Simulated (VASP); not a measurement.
A run of VASP 6.6.1:

File INCAR:

```
PREC     = Accurate       # precision mode
ENCUT    = 600            # plane-wave cutoff, eV
EDIFF    = 1E-6           # SCF threshold, eV
ISMEAR   = 0              # smearing method
SIGMA    = 0.1            # smearing width, eV
LREAL    = F              # projectors in reciprocal space
LASPH    = T              # aspherical terms in the spheres
NELM     = 100            # most SCF steps
ALGO     = Normal         # electronic algorithm
ISIF     = 3              # what is computed and relaxed
LWAVE    = F              # write WAVECAR
LCHARG   = F              # write CHGCAR
GGA      = PS             # functional
IBRION   = 2              # ionic algorithm
NSW      = 100            # ionic steps
EDIFFG   = -0.002         # ionic threshold
PSTRESS  = 1250.0
```

The input KPOINTS:

```
Automatic mesh
0
Gamma
  20 20 20
```

Contents of POSCAR:

```
Se
1.0
   -1.4339296094      1.4339296094      1.4339296094
    1.4339296094     -1.4339296094      1.4339296094
    1.4339296094      1.4339296094     -1.4339296094
Se
1
Direct
    0.0000000000      0.0000000000      0.0000000000
```

Potentials or basis: VASP PAW PBE potentials, release 64 (Se).

Run with:

```console
$ cat potpaw_PBE.64/Se/POTCAR > POTCAR
$ mpirun -np 1 vasp_std > vasp.out
```

Hardware: 1 thread of Intel(R) Xeon(R) Platinum 8488C (Sapphire Rapids), with other jobs on the host.

Question: How long does it take, and how much memory?

Answer: It took 25 s on 1 thread of Intel(R) Xeon(R) Platinum 8488C (Sapphire Rapids), on a shared host, peak memory 0.14 GiB. Counts: scf iterations 18, k points 256, ion steps 3.
